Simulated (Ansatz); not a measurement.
The system is CdO2.

```
Cd O
1.0
     3.47623    0.00000    0.00000
    -1.73811    3.01050    0.00000
     0.00000    0.00000    4.14808
Cd O
1 2
Direct
  0.00000 0.00000 0.00000
  0.33333 0.66667 0.24422
  0.66667 0.33333 0.75578
```

The cell comes from a database or a generator and needn't be the stable form of this composition.

- Program: Ansatz 0.2.0
- Task: relaxation of cell and atoms
- Functional: PBEsol
- Dispersion: D4
- Potentials or basis: Ansatz PAW
- Cutoff: 420 eV (not typed: the program's choice for these potentials)
- k mesh: 9 × 9 × 7
- Occupations: fermi-dirac, width 0.05 eV
- Spin: no spin polarisation

At the start: volume 14.47 Å³/atom.

Q: Where does the relaxation end?

A: It ends after 10 steps and the volume is 11.46 Å³/atom (-20.8 %); space group P-3m1 (No. 164, to 0.05 Å).

The path:
```csv
step,energy change (eV),largest force (eV/Å),volume (Å³)
1,0.0000,0.3201,43.41
2,-0.2688,0.0797,38.70
3,-0.3779,0.1502,35.66
4,-0.4035,0.0793,33.90
5,-0.4055,0.0500,34.61
6,-0.4060,0.0086,34.60
7,-0.4059,0.0007,34.61
8,-0.3938,0.0015,34.61
9,-0.3954,0.0003,34.38
10,-0.3943,0.0003,34.38
```

Final structure:
```
Cd O
1.0
     3.34171    0.00000    0.00000
    -1.67086    2.89401    0.00000
     0.00000    0.00000    3.55509
Cd O
1 2
Direct
  0.00000 0.00000 0.00000
  0.33333 0.66667 0.28403
  0.66667 0.33333 0.71597
```

Caveat: the volume moved by over 15 % at a fixed basis, so the end points are rough; the plane-wave basis is chosen anew once the cell has moved, so the energies of steps on either side of that aren't comparable; the pressure holds a Pulay correction of +0.8 GPa for the finite cutoff; pairwise dispersion overbinds metals, which lowers pressure and volume; the PAW data sets come from PBE, with cores solved anew for the run's functional, which leaves a small shift of forces and pressure.
